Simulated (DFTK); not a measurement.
Mo:

```xyz
1
Lattice="-1.5838 1.5838 1.5838 1.5838 -1.5838 1.5838 1.5838 1.5838 -1.5838" Properties=species:S:1:pos:R:3 pbc="T T T"
Mo    0.0000    0.0000    0.0000
```

Base run:

- Program: DFTK 0.8.2
- Functional: PBEsol
- Potentials or basis: dojo.nc.sr.pbesol.v0_4_1.standard.upf (PBEsol)
- Cutoff: 1088 eV
- k mesh: 12 × 12 × 12
- Occupations: fermi-dirac, width 0.05 eV
- Spin: no spin polarisation

Its results: band gap on the k mesh none (metal or under the smearing width); pressure -9.4 GPa.

Problem. The run is repeated on the same cell with these changes: functional from PBEsol to LDA; potentials or basis from dojo.nc.sr.pbesol.v0_4_1.standard.upf (PBEsol) to cp2k.nc.sr.lda.v0_1.semicore.gth (LDA, GTH); cutoff from 1088 eV to 1415 eV. What comes out?

Solution. Band gap on the k mesh none (metal or under the smearing width); pressure -12.0 GPa.

Caveats: GTH potentials come without recommended cutoffs, and this one wasn't checked for convergence (some runs).
